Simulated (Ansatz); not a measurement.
(001) slab cut from the bulk of GaN, P6_3mc (No. 186); the slab's formula is GaN:

```yaml
crystal:
  lattice:
    - [3.21843, 0.00000, 0.00000]
    - [-1.60921, 2.78724, 0.00000]
    - [0.00000, 0.00000, 28.75385]
  atoms:
    - { symbol: N, position: [0.33333, 0.66667, 0.26083] }
    - { symbol: Ga, position: [0.66667, 0.33333, 0.28331] }
    - { symbol: N, position: [0.66667, 0.33333, 0.35201] }
    - { symbol: Ga, position: [0.33333, 0.66667, 0.37448] }
    - { symbol: N, position: [0.33333, 0.66667, 0.44318] }
    - { symbol: Ga, position: [0.66667, 0.33333, 0.46565] }
    - { symbol: N, position: [0.66667, 0.33333, 0.53435] }
    - { symbol: Ga, position: [0.33333, 0.66667, 0.55682] }
    - { symbol: N, position: [0.33333, 0.66667, 0.62552] }
    - { symbol: Ga, position: [0.66667, 0.33333, 0.64799] }
    - { symbol: N, position: [0.66667, 0.33333, 0.71669] }
    - { symbol: Ga, position: [0.33333, 0.66667, 0.73917] }
```

The calculation used Ansatz 0.2.0, DFT PBE, scalar-relativistic, plane waves, PAW. Cutoff 420 eV; k points 9×9×1 on the computed 12-atom cell (Γ-centred); Gaussian smearing, width 0.05 eV; no spin polarisation. The cell repeats along c with a dipole correction in the vacuum.

Q: What forces act on the atoms?

A:
```csv
atom,Fx (eV/Å),Fy (eV/Å),Fz (eV/Å)
N1,0.000,0.000,1.447
Ga2,0.000,0.000,-1.887
N3,0.000,0.000,0.796
Ga4,0.000,0.000,-0.578
N5,0.000,0.000,0.474
Ga6,0.000,0.000,-0.458
N7,0.000,0.000,0.457
Ga8,0.000,0.000,-0.471
N9,0.000,0.000,0.423
Ga10,0.000,0.000,-0.698
N11,0.000,0.000,0.433
Ga12,0.000,0.000,0.062
```

Spin polarisation was left out, and a magnetic state may lie lower.

Cost: 1 run of about 0.62 core-minutes, on Intel Xeon Platinum 8259CL (Skylake/Cascade Lake) (shared hosts).